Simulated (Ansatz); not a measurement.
This SnO2 structure is the end of a relaxation. The cell was found from a structure generator's guess, not taken from experiment.

These are results of DFT PBE, scalar-relativistic, plane waves, PAW (Ansatz), not measurements. Cutoff 420 eV, Γ-centred mesh, Gaussian smearing, no spin polarisation.

```
Sn O
1.0
    -5.06910    5.06910    5.06910
     5.06910   -5.06910    5.06910
     5.06910    5.06910   -5.06910
Sn O
6 12
Direct
  0.75000 0.25000 0.50000
  0.25000 0.75000 0.50000
  0.50000 0.25000 0.75000
  0.75000 0.50000 0.25000
  0.50000 0.75000 0.25000
  0.25000 0.50000 0.75000
  0.71738 0.28256 0.71738
  0.71744 0.43482 0.43482
  0.56518 0.00000 0.28262
  0.00000 0.28262 0.56518
  0.28262 0.00000 0.56518
  0.00000 0.56518 0.28262
  0.43482 0.71744 0.43482
  0.28256 0.71738 0.71738
  0.56518 0.28262 0.00000
  0.43482 0.43482 0.71744
  0.71738 0.71738 0.28256
  0.28262 0.56518 0.00000
```

Energies over the elements count from the elements' standard structures at the same level (O₂ as a molecule), with no fitted energy shifts. The references include grey tin.

Question: What space group does it have?

Answer: I-43m (No. 217). Conventional cell: a = 10.138 Å. Around Sn lie 4 O at 1.97 Å; O is surrounded by 2 Sn at 1.97 Å.

Question: How far does it lie from the elements in energy?

Answer: −1.269 eV/atom.

Question: Is it a metal?

Answer: No, the gap on the 4×4×4 mesh is 2.35 eV.

Question: From what recipe could a structure generator have reached it?

Answer: One such recipe: 4-connected net, bridging atoms on its edges, bridges bent (I-43m, No. 217). Other recipes can lead to the same cell.

The last run used a 4×4×4 mesh for its 18-atom cell and Gaussian smearing of 0.02 eV. Kohn–Sham gaps at this level usually fall short of measured ones. A structure relaxed within its symmetry needn't be a true minimum. Another cell of SnO2 relaxed alike, in Fm-3m, lies 90 meV/atom lower, so this cell isn't the stable form at this level.
